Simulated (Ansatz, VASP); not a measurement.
# Cu: VASP beside Ansatz

```xyz
2
Lattice="2.4951 0.0000 0.0000 -1.2476 2.1608 0.0000 0.0000 0.0000 4.0749" Properties=species:S:1:pos:R:3 pbc="T T T"
Cu    0.0000    1.4406    1.0187
Cu    1.2476    0.7203    3.0562
```

Alike in both runs: functional PBEsol; k mesh 18 × 18 × 10; occupations gaussian, width 0.1 eV; no spin polarisation.

Ansatz relaxed the structure, and its values are those at the end. VASP's run is a single point on that final structure, the one shown.

|  | VASP | Ansatz |
| --- | --- | --- |
| version | VASP 6.6.1 | Ansatz 0.2.0 |
| potentials or method | VASP PAW PBE potentials, release 64 (Cu) | scalar-relativistic, plane waves, PAW |
| plane-wave cutoff (eV) | 520 | 420 |
| valence electrons in the cell | 22 | 38 |

VASP gave:

- gap on the k mesh at the Fermi level (eV): none
- pressure (GPa): 6.2

Estimate Ansatz's values.

gap on the k mesh at the Fermi level (eV): none; pressure (GPa): 5.5.

A gap of «none» marks a metal or a gap that the smearing closes. The two sets of potentials don't hold the same shells in valence.

Caveats: the PAW data sets were made with another functional, which shifts forces and pressure a little (VASP).
